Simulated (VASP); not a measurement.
A run of VASP 6.6.1 is set up as follows.

The input INCAR:

```
  PREC = Accurate
  ENCUT = 600
  EDIFF = 1E-6
  ISMEAR = -1
  SIGMA = 0.05
  LREAL = False
  LASPH = True
  NELM = 80
  ALGO = Normal
  ISIF = 3
  LWAVE = False
  LCHARG = False
  GGA = RE
  IBRION = 2
  NSW = 40
  EDIFFG = -0.005
```

KPOINTS

```
Automatic mesh
0
Gamma
  12 12 4
```

The input POSCAR:

```
C
1.0
    2.5221000000      0.0000000000      0.0000000000
   -1.2610500000      2.1842026709      0.0000000000
    0.0000000000      0.0000000000      8.2371000000
C
8
Direct
    0.6666666667      0.3333333333      0.8437500000
    0.3333333333      0.6666666667      0.3437500000
    0.6666666667      0.3333333333      0.6562500000
    0.3333333333      0.6666666667      0.1562500000
    0.0000000000      0.0000000000      0.9062500000
    0.0000000000      0.0000000000      0.4062500000
    0.0000000000      0.0000000000      0.5937500000
    0.0000000000      0.0000000000      0.0937500000
```

Potentials or basis: VASP PAW PBE potentials, release 64 (C).

Run with:

```bash
$ cat potpaw_PBE.64/C/POTCAR > POTCAR
$ mpirun -np 1 vasp_std > vasp.out
```

Task: Predict the relaxed volume.

Result: 5.76 Å³/atom.

Task: Estimate the band gap on the k mesh.

Result: 4.50 eV, indirect (least direct gap 5.27 eV).

Step by step:
```csv
step,energy change (eV),largest force (eV/Å),pressure (GPa),volume (Å³)
1,0.0000,0.3269,6.73,45.38
2,0.0178,0.4613,-7.44,46.95
3,-0.0328,0.0492,0.13,46.06
4,-0.0328,0.0425,0.26,46.05
5,-0.0329,0.0435,-0.23,46.10
6,-0.0330,0.0028,0.00,46.07
```

Caveat: the PAW data sets were made with another functional, which shifts forces and pressure a little. A k mesh can miss the band edges.
